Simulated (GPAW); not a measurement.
# ZnS (Wurtzite-2H) (P6_3mc) in GPAW: single point with PBE

Aim: the single point of ZnS (Wurtzite-2H) with PBE.

Program: GPAW 26.7.0. These are calculated values, not measurements. Logs are shortened: lines on timing, memory, paths and dates and some standing lists are left out, and cuts for length are marked. The log counts tension as positive stress, the text compression.

**Experimental background.**

A printed reference work, monograph reports, for a bulk crystal of ZnS at 4 K: band gap 3.911 eV (direct).

The results are compared with them further down.

### 1 The crystal as given

It takes space group P6_3mc (No. 186, hexagonal). The conventional cell has a = 3.811 Å, b = 3.811 Å, c = 6.234 Å, α = 90.00°, β = 90.00°, γ = 120.00°. Zn (site symmetry 3m) has 4 S at 2.31 to 2.40 Å as nearest neighbours. S (site symmetry 3m) has 4 Zn at 2.31 to 2.40 Å as nearest neighbours.

### 2 Single point, PBE

Contents of run.py:

```python
from ase import Atoms
from ase.dft.bandgap import bandgap
from ase.io import write
from ase.units import GPa
from gpaw import GPAW, PW

atoms = Atoms(['Zn', 'Zn', 'S', 'S'],
              cell=[[3.811, 0.0, 0.0],
                    [-1.9055, 3.3004228138, 0.0],
                    [0.0, 0.0, 6.234]],
              scaled_positions=[[0.6666666667, 0.3333333333, 0.5],
                                [0.3333333333, 0.6666666667, 0.0],
                                [0.6666666667, 0.3333333333, 0.885],
                                [0.3333333333, 0.6666666667, 0.385]],
              pbc=True)

calc = GPAW(mode=PW(600),
            xc='PBE',
            kpts={'size': (8, 8, 5), 'gamma': True},
            occupations={'name': 'methfessel-paxton', 'order': 0, 'width': 0.011},
            nbands=31,
            convergence={'density': 1e-05, 'energy': 1e-05},
            maxiter=150,
            txt='gpaw.txt')
atoms.calc = calc
energy = atoms.get_potential_energy()
forces = atoms.get_forces()
stress = atoms.get_stress()
calc.write('gs.gpw')
write('result.traj', atoms)
print(f'Energy: {energy:.6f} eV')
print('Forces (eV/A):')
print(forces.round(4))
print('Stress (GPa):', (stress / GPa).round(3))
print('Fermi level:', round(calc.get_fermi_level(), 4), 'eV')
print(f'Gap: {bandgap(calc)[0]:.4f} eV, direct: {bandgap(calc, direct=True)[0]:.4f} eV')
```

Potentials or basis: GPAW PAW data sets (gpaw-data 1.2.1), pw.

Launch:

```
OMP_NUM_THREADS=1 python run.py
```

gpaw.txt:

```text
__  _  _
 | _ |_)|_||  |
 |__||  | ||/\| - 26.7.0

Input parameters:
  mode=PW(ecut=600.0),
  convergence={'density': 1e-05, 'energy': 1e-05},
  kpts=MonkhorstPack(size=(8, 8, 5), gamma=True),
  maxiter=150,
  nbands=31,
  occupations=Occupations(name='methfessel-paxton', order=0, width=0.011),
  xc=XC(name='PBE')

Diagonalizing LCAO Hamiltonian
Converting LCAO to pw mode

            S

            Zn
        S

        Zn

Atoms  # Å, Bohr magnetons
|   | symbol |         x |        y |        z |    initial magnetic moments |
|---|--------|-----------|----------|----------|-----------------------------|
| 0 |     Zn |  1.905500 | 1.100141 | 3.117000 | ( 0.0000,  0.0000,  0.0000) |
| 1 |     Zn | -0.000000 | 2.200282 | 0.000000 | ( 0.0000,  0.0000,  0.0000) |
| 2 |      S |  1.905500 | 1.100141 | 5.517090 | ( 0.0000,  0.0000,  0.0000) |
| 3 |      S | -0.000000 | 2.200282 | 2.400090 | ( 0.0000,  0.0000,  0.0000) |

Unit cell  # Å
| periodic |         x |        y |        z |  lengths |     angles |
|----------|-----------|----------|----------|----------|------------|
|      yes |  3.811000 | 0.000000 | 0.000000 | 3.811000 |  90.000000 |
|      yes | -1.905500 | 3.300423 | 0.000000 | 3.811000 |  90.000000 |
|      yes |  0.000000 | 0.000000 | 6.234000 | 6.234000 | 120.000000 |

Number of symmetries: 6
Symmetry operations  # r_c * U_cc + t_c -> r_c
|   | kind |            matrix            |
|---|------|------------------------------|
| 0 |  σ   |  1, 1, 0,  0,-1, 0,  0, 0, 1 |
| 1 |  E   |  1, 0, 0,  0, 1, 0,  0, 0, 1 |
| 2 |  C3  |  0, 1, 0, -1,-1, 0,  0, 0, 1 |
| 3 |  σ   |  0,-1, 0, -1, 0, 0,  0, 0, 1 |
| 4 |  σ   | -1, 0, 0,  1, 1, 0,  0, 0, 1 |
| 5 |  C3  | -1,-1, 0,  1, 0, 0,  0, 0, 1 |

BZ-sampling:
  Number of BZ points: 320
  Number of IBZ points: 40

  Monkhorst-Pack size: [8, 8, 5]
  Monkhorst-Pack shift: [0.0625, 0.0625, 0.0]

K-points  # in reciprocal-cell coordinates
|     |                                coordinates |     weight |
|-----|--------------------------------------------|------------|
|   0 | (  0.00000000,   0.00000000,   0.00000000) | 0.00312500 |
|   1 | (  0.00000000,   0.00000000,   0.20000000) | 0.00625000 |
|   2 | (  0.00000000,   0.00000000,   0.40000000) | 0.00625000 |
|   3 | (  0.12500000,   0.00000000,  -0.40000000) | 0.01875000 |
|   4 | (  0.12500000,   0.00000000,  -0.20000000) | 0.01875000 |
|   5 | (  0.12500000,   0.00000000,   0.00000000) | 0.01875000 |
|   6 | (  0.12500000,   0.00000000,   0.20000000) | 0.01875000 |
|   7 | (  0.12500000,   0.00000000,   0.40000000) | 0.01875000 |
|   8 | (  0.25000000,  -0.12500000,   0.00000000) | 0.01875000 |
|   9 | (  0.25000000,  -0.12500000,   0.20000000) | 0.03750000 |
| ... |                                            |            |
|  39 | (  0.50000000,   0.50000000,   0.40000000) | 0.01875000 |

Plane wave coefficients: 2643
Cutoff: 600.0 eV

Spin-components: 1 (collinear spins)
Bands:           31
Projectors:      22
Spin-degeneracy: 2
Datatype:        complex128

Parallelization:
  kpt:    1
  domain: 1
  band:   1

Density:
  Valence electrons: 36.0
  Components: 1
  Grid points: [24 24 36]
  Charge: 0.0  # |e|

Potential:
  Grid points: [24 24 36]

species:
  Zn:
    name:    Zinc
    Z:       30.0
    valence: 12
    core:    18
    charge:  0.0  # [|e|]
    compensation charges:
      type: gauss
      rc: 0.37  # [Å]
      lmax: 2
    cutoffs:
      filter: 2.14  # [Å]
      core: 2.28  # [Å]
    projectors
    | kind |    occ | energy [eV] | rcut [Å] |
    |------|--------|-------------|----------|
    |   4s |  2.000 |      -5.977 |    1.286 |
    |   4p |  0.000 |      -1.117 |    1.270 |
    |   3d | 10.000 |     -10.142 |    1.180 |
    |    s |        |      21.234 |    1.286 |
    |    p |        |      26.095 |    1.270 |
    |    d |        |      17.070 |    1.180 |

    Using partial waves for Zn as LCAO basis

  S:
    name:    Sulfur
    Z:       16.0
    valence: 6
    core:    10
    charge:  0.0  # [|e|]
    compensation charges:
      type: gauss
      rc: 0.24  # [Å]
      lmax: 2
    cutoffs:
      filter: 1.77  # [Å]
      core: 1.66  # [Å]
    projectors
    | kind |    occ | energy [eV] | rcut [Å] |
    |------|--------|-------------|----------|
    |   3s |  2.000 |     -17.254 |    0.974 |
    |   3p |  4.000 |      -7.008 |    0.979 |
    |    s |        |       9.957 |    0.974 |
    |    p |        |      20.203 |    0.979 |
    |    d |        |       0.000 |    0.900 |

    Using partial waves for S as LCAO basis

Reference energy: -119437.893101  # eV

eigensolver:
  PPCG
  Converge bands: occupied
  niter=2

density mixing:
  MSR1-Mixer
  Pratt-step length: 0.05
  Maximum mixing coefficient: 0.75
  Old densities: 10
  SVD Regularization: 0.005
  Good broyden scale: 1.0
  Trust region scale: 1.0
  Backstep threshold: 4.0
  History deletion threshold: 6.0
  Fourier metric: weight=20.0, sigma=0.015

occupation numbers:
  Methfessel-Paxton:
    width: 0.0110  # eV
    order: 0

poisson solver:
  ecut: 4800.0  # eV

xc functional:
  name: PBE with 2 nearest neighbor stencil

convergence criteria:
[... 6 lines left out ...]
|iter     | |      energy | eigst |  dens |
|---------|-|-------------|-------|-------|
|iter:   1| |  -14.537980 | +0.09 |       |
|iter:   2| |  -14.373602 | -1.53 | -1.18 |
|iter:   3| |  -13.800637 | -1.36 | -1.23 |
|iter:   4| |  -13.802975 | -2.51 | -1.80 |
|iter:   5| |  -13.806242 | -3.54 | -2.24 |
|iter:   6| |  -13.806150 | -4.16 | -2.99 |
|iter:   7| |  -13.806206c| -5.10 | -3.50 |
|iter:   8| |  -13.806221c| -5.96 | -3.85 |
|iter:   9| |  -13.806221c| -7.10 | -4.40 |
|iter:  10| |  -13.806221c| -7.44c| -5.02c|

Converged in 10 steps
Energy contributions relative to reference atoms: (reference = -119437.893101)

Energy contributions:
  Kinetic:          23.123397
  Coulomb:         -19.499429
  Zero:              0.108651
  External:          0.000000
  Xc:              -17.538839
  Entropy:           0.000000
  Spinorbit:         0.000000
  ----------------------------
  Free energy:     -13.806221
  Extrapolated:    -13.806221

dipole moment: (0.000002, -0.000000, -7.474086)  # |e|*Ang

Fermi level: 4.616
Eigenvalues  # (at kpt = [0.000, 0.000, 0.000])
| band index |      eig [eV] | occ [0-2] |
|------------|---------------|-----------|
|          0 |        -9.374 |     2.000 |
|        ... |               |           |
|         10 |        -1.971 |     2.000 |
|         11 |        -1.813 |     2.000 |
|         12 |        -1.339 |     2.000 |
|         13 |         2.963 |     2.000 |
|         14 |         2.963 |     2.000 |
|         15 |         3.808 |     2.000 |
[... 8 lines left out ...]
|         24 |        11.401 |     0.000 |
|         25 |        13.116 |     0.000 |
|        ... |               |           |
|         30 |        16.062 |     0.000 |

Gap: 2.242 eV
Transition (v -> c):
  (s=0, k=0, n=17, [0.00, 0.00, 0.00]) -> (s=0, k=0, n=18, [0.00, 0.00, 0.00])
No difference between direct/indirect transitions

Forces  # eV/Ang
|       x |        y |        z |
|---------|----------|----------|
| 0.00000 |  0.00000 |  0.32819 |  # Zn   0
| 0.00000 | -0.00000 |  0.32811 |  # Zn   1
| 0.00000 |  0.00000 | -0.32821 |  # S    2
| 0.00000 |  0.00000 | -0.32817 |  # S    3

Stress tensor  # eV/Ang^3
|         x |         y |         z |
|-----------|-----------|-----------|
| -0.019158 |  0.000000 |  0.000000 |
|  0.000000 | -0.019158 |  0.000000 |
|  0.000000 |  0.000000 | -0.005925 |

# Writing to gs.gpw (mode='')
```

Wall time 72 s (1 thread of Arm Neoverse V1, shared host); peak memory 0.23 GiB.

What came out:

```
Free energy            : -13.8062 eV
Pressure               : 2.4 GPa
Largest force          : 0.328 eV/Å
Band gap on the k mesh : 2.24 eV, direct
```

Forces in eV/Å, atoms in the order of the input:
```
Zn   0.000  0.000  0.328
Zn   0.000  0.000  0.328
S    0.000  0.000 -0.328
S    0.000  0.000 -0.328
```

Levels at points of the mesh, in eV from the valence-band top:
```csv
k point,band 14,band 15,band 16,band 17,band 18,band 19,band 20,band 21,band 22,band 23
"(0.00, 0.00, 0.00)",-0.86,-0.86,-0.01,-0.01,0.00,2.24,2.99,6.28,6.28,6.58
"(0.50, 0.50, 0.00)",-4.21,-3.15,-2.25,-1.56,-0.98,3.61,4.26,5.17,7.10,7.40
```

### 3 How close it comes

Step 2. Measured gap of ZnS: 3.911 eV (direct; 4 K; a printed reference work, monograph). This calculation gives 2.24 eV (-1.67 eV). The value is that of PBE, without temperature or zero-point motion. Semilocal functionals fall short of measured gaps as a rule.
